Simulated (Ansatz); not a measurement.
Indium (dhcp) across density functionals

All rows: Ansatz, plane waves with scalar-relativistic PAW, 420 eV (500 eV for the SCAN forms), relaxed under each functional, no dispersion correction, no zero-point motion. B₀ comes from uniform scaling at fixed shape; a dash is a value not given.

```json
{"functional": "PBE", "V (Å³/atom)": "27.52", "cell": "a = 3.395 Å, c = 11.028 Å (c/a = 3.248)", "B₀ (GPa)": "36", "magnetic state": "spin not included", "ΔE to body-centred tetragonal (meV/atom)": "3"}
{"functional": "r²SCAN", "V (Å³/atom)": "26.29", "cell": "a = 3.347 Å, c = 10.841 Å (c/a = 3.239)", "B₀ (GPa)": "42", "magnetic state": "spin not included", "ΔE to body-centred tetragonal (meV/atom)": "7"}
{"functional": "PBEsol", "V (Å³/atom)": "25.57", "cell": "a = 3.314 Å, c = 10.758 Å (c/a = 3.247)", "B₀ (GPa)": "45", "magnetic state": "spin not included", "ΔE to body-centred tetragonal (meV/atom)": "4"}
{"functional": "LDA", "V (Å³/atom)": "24.62", "cell": "a = 3.273 Å, c = 10.619 Å (c/a = 3.245)", "B₀ (GPa)": "50", "magnetic state": "spin not included", "ΔE to body-centred tetragonal (meV/atom)": "3"}
{"functional": "revPBE", "V (Å³/atom)": "28.44", "cell": "a = 3.433 Å, c = 11.149 Å (c/a = 3.248)", "B₀ (GPa)": "32", "magnetic state": "spin not included", "ΔE to body-centred tetragonal (meV/atom)": "2"}
{"functional": "RPBE", "V (Å³/atom)": "28.81", "cell": "a = 3.448 Å, c = 11.198 Å (c/a = 3.248)", "B₀ (GPa)": "30", "magnetic state": "spin not included", "ΔE to body-centred tetragonal (meV/atom)": "2"}
{"functional": "BLYP", "V (Å³/atom)": "31.16", "cell": "a = 3.539 Å, c = 11.490 Å (c/a = 3.246)", "B₀ (GPa)": "23", "magnetic state": "spin not included", "ΔE to body-centred tetragonal (meV/atom)": "2"}
```

LDA gives the smallest volume and BLYP the largest.
